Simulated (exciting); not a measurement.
# CdTe (F-43m) in exciting: further runs

One crystal, CdTe, is run at these levels: PBE, LDA; tasks: band structure.

Program: exciting (release sodium). These are calculated values, not measurements. Logs are shortened: lines on timing, memory, paths and dates and some standing lists are left out, and cuts for length are marked.

**Measured values to compare with.**

From a printed reference work, data compilation, for a bulk crystal of CdTe at 0 K: band gap 1.607 eV.

The results are compared with them further down.

## 1. The crystal as given

The structure is cubic, space group F-43m (No. 216). Conventional cell: a = 6.410 Å, b = 6.410 Å, c = 6.410 Å, α = 90.00°, β = 90.00°, γ = 90.00°. Te (site symmetry -43m) is surrounded by 4 Cd at 2.78 Å. Cd (site symmetry -43m) has 4 Te at 2.78 Å as nearest neighbours.

## 2. Band structure, PBE

Contents of input.xml:

```xml
<input>
  <title>CdTe</title>
  <structure speciespath="./" tshift="false">
    <crystal scale="1">
      <basevect>0.000000000000 6.056572229426 6.056572229426</basevect>
      <basevect>6.056572229426 0.000000000000 6.056572229426</basevect>
      <basevect>6.056572229426 6.056572229426 0.000000000000</basevect>
    </crystal>
    <species speciesfile="Te.xml" rmt="2.3">
      <atom coord="0.750000000000 0.750000000000 0.750000000000"/>
    </species>
    <species speciesfile="Cd.xml" rmt="2.3">
      <atom coord="0.000000000000 0.000000000000 0.000000000000"/>
    </species>
  </structure>
  <groundstate do="fromscratch" ngridk="7 7 7" rgkmax="9" gmaxvr="14" lmaxapw="10" lmaxmat="10" lmaxvr="8" xctype="GGA_PBE" stype="Fermi Dirac" swidth="0.00183747" nempty="10" ValenceRelativity="iora*" epsengy="1e-05" epspot="1e-05" maxscl="60" outputlevel="normal"/>
  <properties>
    <bandstructure>
      <plot1d>
        <path steps="80">
          <point coord="0 0 0" label="G"/>
          <point coord="0.5 0 0.5" label="X"/>
          <point coord="0.5 0.25 0.75" label="W"/>
          <point coord="0.375 0.375 0.75" label="K"/>
          <point coord="0 0 0" label="G"/>
          <point coord="0.5 0.5 0.5" label="L"/>
          <point coord="0.625 0.25 0.625" label="U"/>
          <point coord="0.5 0.25 0.75" label="W"/>
          <point coord="0.5 0.5 0.5" label="L"/>
          <point coord="0.375 0.375 0.75" label="K" breakafter="true"/>
          <point coord="0.625 0.25 0.625" label="U"/>
          <point coord="0.5 0 0.5" label="X"/>
        </path>
      </plot1d>
    </bandstructure>
    <dos nwdos="300" winddos="-0.6 0.5" inttype="tetra" ngrdos="100" nsmdos="1" lmirep="true"/>
    <chargedensityplot>
      <plot3d>
        <box grid="23 23 23">
          <origin coord="0 0 0"/>
          <point coord="1 0 0"/>
          <point coord="0 1 0"/>
          <point coord="0 0 1"/>
        </box>
      </plot3d>
    </chargedensityplot>
    <elfplot>
      <plot3d>
        <box grid="23 23 23">
          <origin coord="0 0 0"/>
          <point coord="1 0 0"/>
          <point coord="0 1 0"/>
          <point coord="0 0 1"/>
        </box>
      </plot3d>
    </elfplot>
    <exccplot>
      <plot3d>
        <box grid="23 23 23">
          <origin coord="0 0 0"/>
          <point coord="1 0 0"/>
          <point coord="0 1 0"/>
          <point coord="0 0 1"/>
        </box>
      </plot3d>
    </exccplot>
  </properties>
</input>
```

Potentials or basis: all-electron LAPW+lo, shipped species files, valence relativity iora*.

Command:

```bash
> OMP_NUM_THREADS=1 exciting_smp
```

INFO.OUT:

```text
================================================================================
EXCITING SODIUM started
All units are atomic (Hartree, Bohr, etc.)
================================================================================

********************************************************************************
* Ground-state run starting from atomic densities                              *
********************************************************************************

++++++++++++++++++++++++++++++++++++++++++++++++++++++++++++++++++++++++++++++++
+ Starting initialization                                                      +
++++++++++++++++++++++++++++++++++++++++++++++++++++++++++++++++++++++++++++++++

 Lattice vectors (cartesian) :
      0.0000000000      6.0565722294      6.0565722294
      6.0565722294      0.0000000000      6.0565722294
      6.0565722294      6.0565722294      0.0000000000

 Reciprocal lattice vectors (cartesian) :
     -0.5187080306      0.5187080306      0.5187080306
      0.5187080306     -0.5187080306      0.5187080306
      0.5187080306      0.5187080306     -0.5187080306

 Unit cell volume                           :     444.3351786826
 Brillouin zone volume                      :       0.5582502249

 Species :    1 (Te)
     parameters loaded from                 :    Te.xml
     name                                   :    tellurium
     nuclear charge                         :     -52.00000000
     electronic charge                      :      52.00000000
     atomic mass                            :  232600.57070000
     muffin-tin radius                      :       2.30000000
     # of radial points in muffin-tin       :     400

     atomic positions (lattice) :
       1 :   0.75000000  0.75000000  0.75000000

 Species :    2 (Cd)
     parameters loaded from                 :    Cd.xml
     name                                   :    cadmium
     nuclear charge                         :     -48.00000000
     electronic charge                      :      48.00000000
     atomic mass                            :  204912.71750000
     muffin-tin radius                      :       2.30000000
     # of radial points in muffin-tin       :     400

     atomic positions (lattice) :
       1 :   0.00000000  0.00000000  0.00000000

 Total number of atoms per unit cell        :       2

 Spin treatment                             :    spin-unpolarised

 Number of Bravais lattice symmetries       :      48
 Number of crystal symmetries               :      24

 k-point grid                               :       7    7    7
 Total number of k-points                   :      30
 k-point set is reduced with crystal symmetries

 R^MT_min * |G+k|_max (rgkmax)              :       9.00000000
 Species with R^MT_min                      :       1 (Te)
 Maximum |G+k| for APW functions            :       3.91304348
 Maximum |G| for potential and density      :      14.00000000

 G-vector grid sizes                        :      40    40    40
 Total number of G-vectors                  :   20539

 Maximum angular momentum used for
     APW functions                          :      10
     computing H and O matrix elements      :      10
     potential and density                  :       8
     inner part of muffin-tin               :       2

 Total nuclear charge                       :    -100.00000000
 Total electronic charge                    :     100.00000000
 Total core charge                          :      66.00000000
 Total valence charge                       :      34.00000000

 Number of empty states                     :      10
 Total number of valence states             :      28

 Maximum Hamiltonian size                   :     485
 Maximum number of plane-waves              :     459
 Total number of local-orbitals             :      26

 Exchange-correlation type                  :      20
     Perdew-Burke-Ernzerhof, Phys. Rev. Lett. 77, 3865 (1996)
     Generalised gradient approximation (GGA)

[... 35 lines left out ...]
     valence                                :        34.00000000
     interstitial                           :         4.89959432
     charge in muffin-tin spheres :
                  atom     1    Te          :        49.20195712
                  atom     2    Cd          :        45.89844856
     total charge in muffin-tins            :        95.10040568
     total charge                           :       100.00000000

++++++++++++++++++++++++++++++++++++++++++++++++++++++++++++++++++++++++++++++++
+ SCF iteration number :    2                                                  +
++++++++++++++++++++++++++++++++++++++++++++++++++++++++++++++++++++++++++++++++
 Total energy                               :    -12392.62877459
 _______________________________________________________________
 Fermi energy                               :         0.16126833
 Kinetic energy                             :     13055.87697442
 Coulomb energy                             :    -25117.54538914
 Exchange energy                            :      -325.57630795
 Correlation energy                         :        -5.38405192
[... 298 lines left out ...]
++++++++++++++++++++++++++++++++++++++++++++++++++++++++++++++++++++++++++++++++
+ SCF iteration number :   13                                                  +
++++++++++++++++++++++++++++++++++++++++++++++++++++++++++++++++++++++++++++++++
 Total energy                               :    -12392.96197645
 _______________________________________________________________
 Fermi energy                               :         0.15900371
 Kinetic energy                             :     13055.07383340
 Coulomb energy                             :    -25117.07218622
 Exchange energy                            :      -325.57897754
 Correlation energy                         :        -5.38464609

 DOS at Fermi energy (states/Ha/cell)       :         0.00200574

 Electron charges :
     core                                   :        66.00000000
     core leakage                           :         0.00331742
     valence                                :        34.00000000
     interstitial                           :         4.91546526
     charge in muffin-tin spheres :
                  atom     1    Te          :        49.08058999
                  atom     2    Cd          :        46.00394475
     total charge in muffin-tins            :        95.08453474
     total charge                           :       100.00000000

 RMS change in effective potential (target) :  0.669561E-08  ( 0.100000E-04)
 Absolute change in total energy   (target) :  0.229356E-06  ( 0.100000E-04)
 Charge distance                   (target) :  0.242654E-08  ( 0.100000E-04)

++++++++++++++++++++++++++++++++++++++++++++++++++++++++++++++++++++++++++++++++
| Convergency criteria checked for the last 2 iterations                       +
| Convergence targets achieved. Performing final SCF iteration                 +
++++++++++++++++++++++++++++++++++++++++++++++++++++++++++++++++++++++++++++++++
 Total energy                               :    -12392.96197642
 _______________________________________________________________
 Fermi energy                               :         0.15900371
 Kinetic energy                             :     13055.07383333
 Coulomb energy                             :    -25117.07218612
 Exchange energy                            :      -325.57897754
 Correlation energy                         :        -5.38464609

 DOS at Fermi energy (states/Ha/cell)       :         0.00200574

 Electron charges :
     core                                   :        66.00000000
     core leakage                           :         0.00331742
     valence                                :        34.00000000
     interstitial                           :         4.91546525
     charge in muffin-tin spheres :
                  atom     1    Te          :        49.08058998
                  atom     2    Cd          :        46.00394476
     total charge in muffin-tins            :        95.08453475
     total charge                           :       100.00000000

++++++++++++++++++++++++++++++++++++++++++++++++++++++++++++++++++++++++++++++++
+ Self-consistent loop stopped                                                 +
++++++++++++++++++++++++++++++++++++++++++++++++++++++++++++++++++++++++++++++++
 STATE.OUT is written

********************************************************************************
* Groundstate module stopped                                                   *
********************************************************************************

================================================================================
| EXCITING SODIUM stopped                                                      =
================================================================================
```

Wall time 2.8 min (1 thread of Arm Neoverse V2, shared host); peak memory 0.16 GiB.

What came out:

* Free energy: -337229.6751 eV
* Band gap on the k mesh: 0.87 eV, direct
* Band gap along the path: 0.87 eV, direct
* All electrons inside the program's atomic spheres: Te 49.08; Cd 46.00 (radii Te 2.3, Cd 2.3 bohr)

Levels at the corners of the path, in eV from the valence-band top:
| point | band 14 | band 15 | band 16 | band 17 | band 18 | band 19 | band 20 | band 21 |
| --- | --- | --- | --- | --- | --- | --- | --- | --- |
| Γ | -8.13 | 0.00 | 0.00 | 0.00 | 0.87 | 4.60 | 4.60 | 4.60 |
| X | -7.59 | -4.47 | -1.98 | -1.98 | 2.56 | 2.68 | 9.01 | 9.32 |
| W | -7.50 | -4.34 | -2.45 | -2.33 | 4.37 | 4.70 | 5.62 | 6.32 |
| K | -7.54 | -4.37 | -2.70 | -1.64 | 2.89 | 4.57 | 7.43 | 7.56 |
| Γ | -8.13 | 0.00 | 0.00 | 0.00 | 0.87 | 4.60 | 4.60 | 4.60 |
| L | -7.75 | -4.61 | -0.82 | -0.82 | 1.86 | 5.21 | 5.21 | 7.10 |
| U | -7.54 | -4.37 | -2.70 | -1.64 | 2.89 | 4.57 | 7.43 | 7.56 |
| W | -7.50 | -4.34 | -2.45 | -2.33 | 4.37 | 4.70 | 5.62 | 6.32 |
| L | -7.75 | -4.61 | -0.82 | -0.82 | 1.86 | 5.21 | 5.21 | 7.10 |
| K | -7.54 | -4.37 | -2.70 | -1.64 | 2.89 | 4.57 | 7.43 | 7.56 |
| U | -7.54 | -4.37 | -2.70 | -1.64 | 2.89 | 4.57 | 7.43 | 7.56 |
| X | -7.59 | -4.47 | -1.98 | -1.98 | 2.56 | 2.68 | 9.01 | 9.32 |

States per cell in windows of 1 eV (zero at the valence-band top; states under -8 eV left out):
| from (eV) | total | Te1 p | Cd2 d | Cd2 p | Cd2 s | Te1 s | Te1 d |
| --- | --- | --- | --- | --- | --- | --- | --- |
| -8.0 | 1.77 | 0.01 | 1.43 | 0.00 | 0.01 | 0.14 | 0.00 |
| -7.0 | 0.00 | 0.00 | 0.00 | 0.00 | 0.00 | 0.00 | 0.00 |
| -6.0 | 0.00 | 0.00 | 0.00 | 0.00 | 0.00 | 0.00 | 0.00 |
| -5.0 | 1.16 | 0.24 | 0.02 | 0.01 | 0.21 | 0.01 | 0.00 |
| -4.0 | 0.55 | 0.11 | 0.03 | 0.01 | 0.08 | 0.02 | 0.00 |
| -3.0 | 1.19 | 0.34 | 0.04 | 0.06 | 0.03 | 0.02 | 0.00 |
| -2.0 | 2.10 | 0.71 | 0.08 | 0.11 | 0.02 | 0.01 | 0.00 |
| -1.0 | 0.94 | 0.37 | 0.05 | 0.04 | 0.00 | 0.00 | 0.00 |
| 0.0 | 0.00 | 0.00 | 0.00 | 0.00 | 0.00 | 0.00 | 0.00 |
| 1.0 | 0.05 | 0.00 | 0.00 | 0.00 | 0.01 | 0.01 | 0.00 |
| 2.0 | 0.95 | 0.10 | 0.01 | 0.03 | 0.16 | 0.07 | 0.02 |
| 3.0 | 1.46 | 0.17 | 0.03 | 0.06 | 0.18 | 0.05 | 0.05 |
| 4.0 | 1.41 | 0.13 | 0.03 | 0.12 | 0.05 | 0.02 | 0.06 |
| 5.0 | 1.72 | 0.13 | 0.03 | 0.20 | 0.02 | 0.01 | 0.09 |
| 6.0 | 1.32 | 0.15 | 0.03 | 0.12 | 0.01 | 0.03 | 0.06 |
| 7.0 | 1.21 | 0.13 | 0.03 | 0.09 | 0.01 | 0.01 | 0.06 |

Caveat: the tetrahedron DOS on this energy grid can lose part of the weight of narrow d or f bands; spin-orbit coupling is left out, which moves the levels of the heavy elements.

(Part 1 of 2 ends here.)
